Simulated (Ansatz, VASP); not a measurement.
## SrTiO3: VASP beside Ansatz

File INCAR:

```
SYSTEM = SrTiO3
PREC = Accurate ; ENCUT = 520
EDIFF = 1E-6 ; ISMEAR = 0
SIGMA = 0.05 ; LREAL = .FALSE.
LASPH = .TRUE. ; NELM = 80
ALGO = Normal ; ISIF = 2
LWAVE = .FALSE. ; LCHARG = .TRUE.
GGA = PE ; LELF = .TRUE.
LVHAR = .TRUE. ; NBANDS = 28
```

KPOINTS

```
Automatic mesh
0
G
  8 8 8
  0 0 0
```

POSCAR

```
SrTiO3
1.0
    3.9364035669      0.0000000000      0.0000000000
    0.0000000000      3.9364035669      0.0000000000
    0.0000000000      0.0000000000      3.9364035669
Sr Ti O
1 1 3
Direct
    0.0000000000      0.0000000000      0.0000000000
    0.5762116980      0.5000000000      0.5000000000
    0.0000000000      0.5000000000      0.5000000000
    0.5000000000      0.0000000000      0.5000000000
    0.5000000000      0.5000000000      0.0000000000
```

Input for Ansatz:

```yaml
crystal:
  lattice:
    - [3.9364035669, 0.0, 0.0]
    - [0.0, 3.9364035669, 0.0]
    - [0.0, 0.0, 3.9364035669]
  atoms:
    - { symbol: Sr, position: [0.0, 0.0, 0.0] }
    - { symbol: Ti, position: [0.576211698, 0.5, 0.5] }
    - { symbol: O, position: [0.0, 0.5, 0.5] }
    - { symbol: O, position: [0.5, 0.0, 0.5] }
    - { symbol: O, position: [0.5, 0.5, 0.0] }
basis:
  ecutwfc: 420
kpoints:
  mp_grid: { grid: [8, 8, 8] }
hamiltonian:
  xc: pbe
scf:
  occupations: { method: gaussian, width: 0.05 }
output:
  forces: true
  stress: true
  eigenvalues: true
```

Alike in both runs: task single point; functional PBE; k mesh 8 × 8 × 8; occupations gaussian, width 0.05 eV; no spin polarisation.

|  | VASP | Ansatz |
| --- | --- | --- |
| version | VASP 6.6.1 | Ansatz 0.2.0 |
| potentials or method | VASP PAW PBE potentials, release 64 (Sr_sv, Ti_sv, O) | scalar-relativistic, plane waves, PAW |
| plane-wave cutoff (eV) | 520 | 420 |
| valence electrons in the cell | 40 | 40 |

Ansatz gave:

| Property | Result |
| --- | --- |
| gap on the k mesh at the Fermi level (eV) | 1.92 |
| least direct gap on the mesh (eV) | 2.62 |
| pressure (GPa) | 6.5 |
| largest component of the traceless stress (GPa) | 10.35 |
| rms of the force components (eV/Å) | 1.447 |

Problem. Which values does VASP return?

Solution. gap on the k mesh at the Fermi level (eV): 1.88; least direct gap on the mesh (eV): 2.59; pressure (GPa): 7.2; largest component of the traceless stress (GPa): 10.69; rms of the force components (eV/Å): 1.513.

Atom by atom the forces differ by 0.069 eV/Å (rms over components).

Caveats: forces of over 1 eV/Å show positions far from the minimum, so gaps and moduli don't describe the material at rest. A k mesh can miss the band edges.
